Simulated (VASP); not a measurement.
# BN (Qingsongite) (F-43m) in VASP: notebook

BN (Qingsongite) is run at these levels: r2SCAN; tasks: single point.

All numbers are computed with VASP 6.6.1; they aren't measurements. Logs are shortened: lines on timing, memory, paths and dates and some standing lists are left out, and cuts for length are marked.

**The experiment to reproduce.**

From a printed reference work, monograph, for a bulk crystal of BN at 300 K: band gap 6.4 eV (indirect).

The results are compared with them further down.

### 1 The cell of the first run

It takes space group F-43m (No. 216, cubic). Conventional cell: a = 3.490 Å, b = 3.490 Å, c = 3.490 Å, α = 90.00°, β = 90.00°, γ = 90.00°. B (site symmetry -43m) has 4 N at 1.51 Å within 2.0 Å. Within 2.0 Å of N (site symmetry -43m) lie 4 B at 1.51 Å.

### 2 Single point, r2SCAN

File POSCAR:

```
BN
1.0
    0.0000000000      1.7451220627      1.7451220627
    1.7451220627      0.0000000000      1.7451220627
    1.7451220627      1.7451220627      0.0000000000
B N
1 1
Direct
    0.0000000000      0.0000000000      0.0000000000
    0.2500000000      0.2500000000      0.2500000000
```

File INCAR.step1:

```
SYSTEM = BN
PREC = Accurate
ENCUT = 520
ISMEAR = 0
SIGMA = 0.01
LREAL = .FALSE.
LASPH = .TRUE.
NELM = 100
NBANDS = 11
GGA = PE
ALGO = Normal
EDIFF = 1E-4
LWAVE = .TRUE.
LCHARG = .FALSE.
```

File INCAR.step2:

```
SYSTEM = BN
PREC = Accurate
ENCUT = 520
EDIFF = 1E-6
ISMEAR = 0
SIGMA = 0.01
LREAL = .FALSE.
LASPH = .TRUE.
NELM = 100
ALGO = Normal
ISIF = 2
LWAVE = .FALSE.
LCHARG = .FALSE.
METAGGA = R2SCAN
LMIXTAU = .TRUE.
NBANDS = 11
ISTART = 1
```

File KPOINTS:

```
regular mesh
0
G
  10 10 10
  0 0 0
```

Potentials or basis: VASP PAW PBE potentials, release 64 (B, N).

The run is started by

```console
$ cat potpaw_PBE.64/B/POTCAR potpaw_PBE.64/N/POTCAR > POTCAR
$ cp INCAR.step1 INCAR
$ mpirun -np 1 vasp_std > vasp.out
$ cp INCAR.step2 INCAR
$ mpirun -np 1 vasp_std > vasp.out
```

OUTCAR:

```text
SYSTEM = BN
   PREC = Accurate
   ENCUT = 520
   EDIFF = 1E-6
   ISMEAR = 0
   LREAL = .FALSE.
   LASPH = .TRUE.
   NELM = 100
   ISIF = 2
   METAGGA = R2SCAN
   ISTART = 1

 ion  position               nearest neighbor table
   1  0.000  0.000  0.000-   2 1.51   2 1.51   2 1.51   2 1.51
   2  0.250  0.250  0.250-   1 1.51   1 1.51   1 1.51   1 1.51

  LATTYP: Found a face centered cubic cell.
 ALAT       =     3.4902441254

  Lattice vectors:

 A1 = (   0.0000000000,   1.7451220627,   1.7451220627)
 A2 = (   1.7451220627,   0.0000000000,   1.7451220627)
 A3 = (   1.7451220627,   1.7451220627,   0.0000000000)

Analysis of symmetry for initial positions (statically):
=====================================================================
 Subroutine PRICEL returns:
 Original cell was already a primitive cell.

 Routine SETGRP: Setting up the symmetry group for a
 face centered cubic supercell.

 Subroutine GETGRP returns: Found 24 space group operations
 (whereof 24 operations were pure point group operations)
 out of a pool of 48 trial point group operations.

The static configuration has the point symmetry T_d .

Analysis of symmetry for dynamics (positions and initial velocities):
=====================================================================
 Subroutine PRICEL returns:
 Original cell was already a primitive cell.

 Routine SETGRP: Setting up the symmetry group for a
 face centered cubic supercell.

 Subroutine GETGRP returns: Found 24 space group operations
 (whereof 24 operations were pure point group operations)
 out of a pool of 48 trial point group operations.

The dynamic configuration has the point symmetry T_d .

 Subroutine INISYM returns: Found 24 space group operations
 (whereof 24 operations are pure point group operations),
 and found     1 'primitive' translations

----------------------------------------------------------------------------------------

                                     Primitive cell

  volume of cell :      10.6294

  direct lattice vectors                    reciprocal lattice vectors
     0.000000000  1.745122063  1.745122063    -0.286512910  0.286512910  0.286512910
     1.745122063  0.000000000  1.745122063     0.286512910 -0.286512910  0.286512910
     1.745122063  1.745122063  0.000000000     0.286512910  0.286512910 -0.286512910

  length of vectors
     2.467975289  2.467975289  2.467975289     0.496254917  0.496254917  0.496254917

  position of ions in fractional coordinates (direct lattice)
     0.000000000  0.000000000  0.000000000
     0.250000000  0.250000000  0.250000000

  ion indices of the primitive-cell ions
   primitive index   ion index
                 1           1
                 2           2

----------------------------------------------------------------------------------------

 KPOINTS: regular mesh

Automatic generation of k-mesh.
 Grid dimensions read from file:
 generate k-points for:   10   10   10

 Generating k-lattice:

  Cartesian coordinates                     Fractional coordinates (reciprocal lattice)
    -0.028651291  0.028651291  0.028651291     0.100000000  0.000000000  0.000000000
     0.028651291 -0.028651291  0.028651291     0.000000000  0.100000000  0.000000000
     0.028651291  0.028651291 -0.028651291     0.000000000  0.000000000  0.100000000

  Length of vectors
     0.049625492  0.049625492  0.049625492

  Shift w.r.t. Gamma in fractional coordinates (k-lattice)
     0.000000000  0.000000000  0.000000000

 Subroutine IBZKPT returns following result:
 ===========================================

 Found     47 irreducible k-points:

 Following reciprocal coordinates:
            Coordinates               Weight
  0.000000  0.000000  0.000000      1.000000
  0.100000  0.000000  0.000000      8.000000
  0.200000  0.000000  0.000000      8.000000
  0.300000  0.000000  0.000000      8.000000
  0.400000  0.000000  0.000000      8.000000
  0.500000  0.000000  0.000000      4.000000
[... 16 lines left out ...]
  0.300000  0.300000  0.000000      6.000000
  0.400000  0.300000  0.000000     24.000000
 [... further k-points ...]
   k-points           NKPTS =     47   k-points in BZ     NKDIM =     47   number of bands    NBANDS=     11
   number of dos      NEDOS =    301   number of ions     NIONS =      2
   total plane-waves  NPLWV =   5832
   dimension x,y,z NGX =    18 NGY =   18 NGZ =   18
   dimension x,y,z NGXF=    36 NGYF=   36 NGZF=   36
   ions per type =               1   1
   NGX,Y,Z   is equivalent  to a cutoff of  12.13, 12.13, 12.13 a.u.
   NGXF,Y,Z  is equivalent  to a cutoff of  24.25, 24.25, 24.25 a.u.
 SYSTEM =  BN
   PREC   = accura    normal or accurate (medium, high low for compatibility)
   ISTART =      1    job   : 0-new  1-cont  2-samecut
   ICHARG =      0    charge: 1-file 2-atom 10-const
   ISPIN  =      1    spin polarized calculation?
   LNONCOLLINEAR =      F non collinear calculations
   LSORBIT =      F    spin-orbit coupling
   LASPH  =      T    aspherical Exc in radial PAW
   ENCUT  =  520.0 eV  38.22 Ry    6.18 a.u.   4.59  4.59  4.59*2*pi/ulx,y,z
   NELM   =    100;   NELMIN=  2; NELMDL=  0     # of ELM steps
   EDIFF  = 0.1E-05   stopping-criterion for ELM
   LREAL  =      F    real-space projection
   EDIFFG = 0.1E-04   stopping-criterion for IOM
   NSW    =      0    number of steps for IOM
   IBRION =     -1    ionic relax: 0-MD 1-quasi-New 2-CG
   NFREE  =      0    steps in history (QN), initial steepest desc. (CG)
   ISIF   =      2    stress and relaxation
   ISYM   =      2    0-nonsym 1-usesym 2-fastsym
   POTIM  = 0.5000    time-step for ionic-motion
   TEBEG  =    0.0;   TEEND  =   0.0 temperature during run
   PSTRESS=    0.0 pullay stress
   NELECT =       8.0000    total number of electrons
   NUPDOWN=      -1.0000    fix difference up-down
   EMIN   =  10.00;   EMAX   =-10.00  energy-range for DOS
   EFERMI =   0.00;   METHOD = LEGACY
   ISMEAR =     0;   SIGMA  =   0.01  broadening in eV -4-tet -1-fermi 0-gaus
   EFERMI_NEDOS =   21; number of points for ismear=-14 and -15
   IALGO  =     38    algorithm
   IMIX   =      4    mixing-type and parameters
     AMIX     =   0.40;   BMIX     =  1.00
     AMIX_MAG =   1.60;   BMIX_MAG =  1.00
  volume/ion in A,a.u.               =       5.31        35.87
  Fermi-wavevector in a.u.,A,eV,Ry     =   1.489141  2.814068 30.171457  2.217540
  Thomas-Fermi vector in A             =   2.602087
   LORBIT       =      0    0 simple, 1 ext, 2 COOP (PROOUT), +10 PAW based schemes
   METAGGA = R2SCAN    functional components
   LHFCALC =     F    Hartree Fock is set to
   AEXX    =    0.0000 exact exchange contribution
   IVDW    =     0    specifies the selected vdW correction
   LEPSILON=     F    determine dielectric tensor
   LRPA    =     F    only Hartree local field effects (RPA)
 non-spin polarized calculation
 Gauss-broadening in eV      SIGMA  =   0.01
  energy-cutoff  :      520.00
  volume of cell :       10.63
 maximum number of plane-waves:       302
   NGX =  9   NGY =  9   NGZ =  9

 number of electron       7.9999997 magnetization

 Free energy of the ion-electron system (eV)
  ---------------------------------------------------
  ext. energy  EPLUGINS =         0.00000000
  ---------------------------------------------------
  free energy    TOTEN  =       -19.00467028 eV

  energy without entropy =      -19.00467028  energy(sigma->0) =      -19.00467028

 E-fermi :   8.7533     XC(G=0): -14.2153

 val. band max:        8.5960543048   @ k =   0.0000   0.0000   0.0000
 cond. band min:      13.6933691380   @ k =   0.5000   0.5000   0.0000
 fundamental gap:      5.0973148332
 Fermi energy:         8.7533167299

 k-point     1 :       0.0000    0.0000    0.0000
  band No.  band energies     occupation
      1     -13.9713      2.00000
      2       8.5961      2.00000
      3       8.5961      2.00000
      4       8.5961      2.00000
      5      18.6400      0.00000
      6      18.6400      0.00000
      7      18.6400      0.00000
      8      21.5280      0.00000
      9      36.8670      0.00000
     10      38.6768      0.00000
     11      38.6768      0.00000

 k-point     2 :       0.1000    0.0000    0.0000
  band No.  band energies     occupation
      1     -13.6979      2.00000
      2       7.1706      2.00000
      3       8.3019      2.00000
      4       8.3019      2.00000
      5      19.0921      0.00000
      6      19.0921      0.00000
      7      19.1232      0.00000
      8      22.2667      0.00000
      9      35.9476      0.00000
     10      35.9476      0.00000
     11      36.1729      0.00000

 k-point     3 :       0.2000    0.0000    0.0000
  band No.  band energies     occupation
      1     -12.8914      2.00000
      2       4.1121      2.00000
      3       7.6438      2.00000
      4       7.6438      2.00000
      5      19.8047      0.00000
      6      20.0099      0.00000
      7      20.0099      0.00000
      8      23.9013      0.00000
      9      34.3307      0.00000
     10      34.3307      0.00000
     11      35.1420      0.00000

 k-point     4 :       0.3000    0.0000    0.0000
  band No.  band energies     occupation
      1     -11.6107      2.00000
      2       0.7708      2.00000
      3       6.9809      2.00000
      4       6.9809      2.00000
      5      20.3557      0.00000
      6      20.6080      0.00000
      7      20.6080      0.00000
      8      25.2474      0.00000
      9      34.7401      0.00000
     10      34.7646      0.00000
     11      34.7646      0.00000
[... 239 lines left out ...]
 k-point    22 :      -0.2000    0.2000    0.0000
  band No.  band energies     occupation
      1     -11.1868      2.00000
      2       1.6780      2.00000
      3       3.7127      2.00000
      4       7.1089      2.00000
      5      20.7099      0.00000
      6      21.1293      0.00000
      7      22.0315      0.00000
      8      24.7778      0.00000
      9      31.6685      0.00000
     10      33.7827      0.00000
     11      39.2162      0.00000

 k-point    23 :       0.3000    0.3000    0.0000
  band No.  band energies     occupation
      1     -10.8395      2.00000
      2       2.8283      2.00000
      3       4.3581      2.00000
      4       4.3581      2.00000
      5      15.6763      0.00000
      6      20.7806      0.00000
      7      25.6801      0.00000
      8      25.6801      0.00000
      9      30.2539      0.00000
     10      40.0528      0.00000
     11      43.2769      0.00000

 k-point    24 :       0.4000    0.3000    0.0000
  band No.  band energies     occupation
      1      -9.6897      2.00000
      2       1.0260      2.00000
      3       3.4166      2.00000
      4       3.8899      2.00000
      5      15.5907      0.00000
      6      20.5909      0.00000
      7      26.6669      0.00000
      8      26.6717      0.00000
      9      31.4076      0.00000
     10      39.6765      0.00000
     11      43.6082      0.00000

 [... further k-points ...]

------------------------ aborting loop because EDIFF is reached ----------------------------------------

  FORCE on cell =-STRESS in cart. coord.  units (eV):
  Direction    XX          YY          ZZ          XY          YZ          ZX
  --------------------------------------------------------------------------------------
  -------------------------------------------------------------------------------------
  Total        3.2529712      3.2529712      3.2529712      0.0000000      0.0000000      0.0000000
  in kB      490.3242484    490.3242484    490.3242484      0.0000000      0.0000000      0.0000000
  external PRESSURE =     490.3242484 kB  Pullay stress =       0.0000000 kB

 VOLUME and BASIS-vectors are now :
 -----------------------------------------------------------------------------
  energy-cutoff  :      520.00
  volume of cell :       10.63
      direct lattice vectors                 reciprocal lattice vectors
     0.000000000  1.745122063  1.745122063    -0.286512910  0.286512910  0.286512910
     1.745122063  0.000000000  1.745122063     0.286512910 -0.286512910  0.286512910
     1.745122063  1.745122063  0.000000000     0.286512910  0.286512910 -0.286512910

 POSITION                                       TOTAL-FORCE (eV/Angst)
 -----------------------------------------------------------------------------------
      0.00000      0.00000      0.00000         0.000000      0.000000      0.000000
      0.87256      0.87256      0.87256        -0.000000     -0.000000     -0.000000
 -----------------------------------------------------------------------------------
    total drift:                                0.000000      0.000000     -0.000000

  FREE ENERGIE OF THE ION-ELECTRON SYSTEM (eV)
  ---------------------------------------------------
  free  energy   TOTEN  =       -19.0046702799 eV

  energy  without entropy=      -19.0046702799  energy(sigma->0) =      -19.00467028
```

Run time: 30 s. Hardware: 1 thread of Intel Xeon Platinum 8488C (Sapphire Rapids), shared host; peak memory 0.12 GiB.

What came out:

| Quantity | Value |
| --- | --- |
| Free energy | -19.0047 eV |
| Pressure | 49.0 GPa |
| Band gap on the k mesh | 5.10 eV, indirect (least direct gap 10.04 eV) |

Levels at points of the mesh, in eV from the valence-band top:
```csv
k point,band 1,band 2,band 3,band 4,band 5,band 6,band 7,band 8
"(0.00, 0.00, 0.00)",-22.57,0.00,0.00,0.00,10.04,10.04,10.04,12.93
"(0.50, 0.00, 0.00)",-17.74,-12.12,-2.23,-2.23,12.06,12.06,12.26,17.56
"(0.50, 0.50, 0.00)",-16.17,-10.06,-5.66,-5.66,5.10,10.43,21.01,21.01
```

Caveat: the PAW data sets were made with another functional, which shifts forces and pressure a little. r2SCAN opens gaps a little over a GGA but as a rule still falls short of measured ones.

### 3 Single point, r2SCAN

This run uses another cell than the first one, of 5.46 Å³/atom, 1.028 times its volume.

File POSCAR:

```
BN
1.0
    0.0000000000      1.7611332512      1.7611332512
    1.7611332512      0.0000000000      1.7611332512
    1.7611332512      1.7611332512      0.0000000000
B N
1 1
Direct
    0.0000000000      0.0000000000      0.0000000000
    0.2500000000      0.2500000000      0.2500000000
```

File INCAR.step1:

```
SYSTEM = BN
  PREC = Accurate
  ENCUT = 520
  ISMEAR = 0
  SIGMA = 0.01
  LREAL = .False.
  LASPH = .True.
  NELM = 80
  NBANDS = 11
  GGA = PE
  ALGO = Normal
  EDIFF = 1E-4
  LWAVE = .True.
  LCHARG = .False.
```

File INCAR.step2:

```
SYSTEM = BN
  PREC = Accurate
  ENCUT = 520
  EDIFF = 1E-6
  ISMEAR = 0
  SIGMA = 0.01
  LREAL = .False.
  LASPH = .True.
  NELM = 80
  ALGO = Normal
  ISIF = 2
  LWAVE = .False.
  LCHARG = .False.
  METAGGA = R2SCAN
  LMIXTAU = .True.
  NBANDS = 11
  ISTART = 1
```

File KPOINTS:

```
Automatic mesh
0
Gamma
  10 10 10
  0 0 0
```

Potentials or basis: VASP PAW PBE potentials, release 64 (B, N).

The run is started by

```console
$ cat potpaw_PBE.64/B/POTCAR potpaw_PBE.64/N/POTCAR > POTCAR
$ cp INCAR.step1 INCAR
$ mpirun -np 1 vasp_std > vasp.out
$ cp INCAR.step2 INCAR
$ mpirun -np 1 vasp_std > vasp.out
```

Wall time 31 s (1 thread of Intel Xeon Platinum 8488C (Sapphire Rapids), shared host); peak memory 0.12 GiB.

The run converged. Its results:

```yaml
Free_energy: -19.0819 eV
Pressure: 34.4 GPa
Band_gap_on_the_k_mesh: 5.07 eV, indirect (least direct gap 9.91 eV)
```

Levels at points of the mesh, in eV from the valence-band top:
```csv
k point,band 1,band 2,band 3,band 4,band 5,band 6,band 7,band 8
"(0.00, 0.00, 0.00)",-22.23,0.00,0.00,0.00,9.91,9.91,9.91,12.43
"(0.50, 0.00, 0.00)",-17.54,-11.84,-2.17,-2.17,11.87,11.91,11.91,17.25
"(0.50, 0.50, 0.00)",-16.01,-9.86,-5.51,-5.51,5.07,10.27,20.54,20.54
```

Caveat: the PAW data sets were made with another functional, which shifts forces and pressure a little.

(Continued in part 2 of 2.)
